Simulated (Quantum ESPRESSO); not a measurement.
The system is SiC.

```
Si C
1.0
     3.07569    0.00000    0.00000
    -1.53785    2.66363    0.00000
     0.00000    0.00000   10.07065
Si C
4 4
Cartesian
  0.0000 0.0000 1.8922
  0.0000 0.0000 6.9275
  0.0000 1.7758 4.4094
  1.5378 0.8879 9.4447
  0.0000 0.0000 0.0046
  0.0000 0.0000 5.0400
  0.0000 1.7758 2.5157
  1.5378 0.8879 7.5510
```

The cell is a database's computed one.

Base run:

```yaml
Program: Quantum ESPRESSO 7.5
Functional: LDA
Potentials_or_basis: GBRV 1.5 LDA
Cutoff: 612 eV
Density_cutoff: 4898 eV
k_mesh: 10 × 10 × 3
Occupations: fermi-dirac, width 0.05 eV
Spin: no spin polarisation
```

Its results: band gap on the k mesh 2.18 eV, indirect (least direct gap 3.31 eV); pressure -3.9 GPa; largest force 0.004 eV/Å.

Question: The run is repeated on the same cell with these changes: functional from LDA to PBEsol; potentials or basis from GBRV 1.5 LDA to GBRV 1.5 PBEsol. What comes out?

Answer: Band gap on the k mesh 2.12 eV, indirect (least direct gap 3.25 eV); pressure 0.4 GPa; largest force 0.005 eV/Å.

Caveats: some levels on the path didn't converge (some runs).
